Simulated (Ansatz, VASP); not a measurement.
Given: the input of a run of Ansatz 0.2.0 on AlCu.

The input input.yaml:

```yaml
crystal:
  lattice:
    - [2.997509, 0.0, 0.0]
    - [0.0, 2.997509, 0.0]
    - [0.0, 0.0, 2.997509]
  atoms:
    - { symbol: Cu, position: [0.506505, 0.492726, 0.490862] }
    - { symbol: Al, position: [0.005217, -0.011684, -0.005622] }
hamiltonian:
  xc: pbesol
  pseudopotentials: { kind: paw }
kpoints:
  mp_grid: { grid: [9, 9, 9] }
scf:
  occupations: { method: fermi_dirac, width: 0.05 }
output:
  forces: true
  stress: true
  eigenvalues: true
```

Potentials or basis: Ansatz PAW.

Run with:

```sh
$ ansatz run input.yaml --threads 1 --pin off --max-ram 3584MiB --backend cpu --events-out ev --progress --plain --runs-dir out
```

**Question.** Translate it to VASP 6.6.1. Potentials there: VASP PAW PBE potentials, release 64 (Cu, Al).

**Answer.** As run (the cutoff follows the program's own potentials):

INCAR

```
PREC = Accurate
ENCUT = 520
EDIFF = 1E-7
ISMEAR = -1
SIGMA = 0.05
LREAL = False
LASPH = True
NELM = 60
ALGO = Normal
ISIF = 2
LWAVE = False
LCHARG = False
GGA = PS
NBANDS = 14
```

The input KPOINTS:

```
regular mesh
0
Gamma
  9 9 9
```

Contents of POSCAR:

```
AlCu
1.0
    2.9975090000      0.0000000000      0.0000000000
    0.0000000000      2.9975090000      0.0000000000
    0.0000000000      0.0000000000      2.9975090000
Cu Al
1 1
Direct
    0.5065050000      0.4927260000      0.4908620000
    0.0052170000     -0.0116840000     -0.0056220000
```

Potentials or basis: VASP PAW PBE potentials, release 64 (Cu, Al).

Run with:

```bash
$ cat potpaw_PBE.64/Cu/POTCAR potpaw_PBE.64/Al/POTCAR > POTCAR
$ mpirun -np 1 vasp_std > vasp.out
```

Both were run:

|  | VASP | Ansatz | Ansatz less VASP |
| --- | --- | --- | --- |
| gap on the k mesh at the Fermi level (eV) | none | none | - |
| pressure (GPa) | -4.3 | -4.7 | -0.40 |
| rms of the force components (eV/Å) | 0.038 | 0.037 | -0.0003 |

Atom by atom the forces differ by 0.000 eV/Å (rms over components). A gap of «none» marks a metal or a gap that the smearing closes. The two sets of potentials don't hold the same shells in valence.

Caveats: the PAW data sets were made with another functional, which shifts forces and pressure a little (VASP); the PAW data sets come from PBE, with cores solved anew for the run's functional, which leaves a small shift of forces and pressure (Ansatz).
